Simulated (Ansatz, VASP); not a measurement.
**Two plane-wave programs on Au**

```
Au
1.0
     0.00000    2.20914    2.04550
     2.20914    0.00000    2.04550
     2.20914    2.20914    0.00000
Au
1
Direct
  0.00000 0.00000 0.00000
```

Change from the starting cell: strain +0.080 along x and y, +0.000 along z, atoms carried along.

Alike in both runs: task single point; functional PBEsol; k mesh 20 × 20 × 20; occupations gaussian, width 0.15 eV; no spin polarisation.

|  | VASP | Ansatz |
| --- | --- | --- |
| version | VASP 6.6.1 | Ansatz 0.2.0 |
| potentials or method | VASP PAW PBE potentials, release 64 (Au) | scalar-relativistic, plane waves, PAW |
| plane-wave cutoff (eV) | 520 | 420 |
| valence electrons in the cell | 11 | 19 |

|  | VASP | Ansatz | Ansatz less VASP |
| --- | --- | --- | --- |
| gap on the k mesh at the Fermi level (eV) | none | none | - |
| pressure (GPa) | -17.4 | -17.4 | +0.06 |
| largest component of the traceless stress (GPa) | 0.49 | 0.49 | 0.000 |

A gap of «none» marks a metal or a gap that the smearing closes. The functional is the same, so the differences come from potentials, cutoffs and numerics. The two sets of potentials don't hold the same shells in valence.

Caveats: so large a pressure means that the cell lies far from this level's equilibrium, or that cutoff or potentials fall short (VASP); the potentials were made for another functional, which shifts forces and pressure (VASP). Spin-orbit coupling is left out, which matters for the levels of Au.
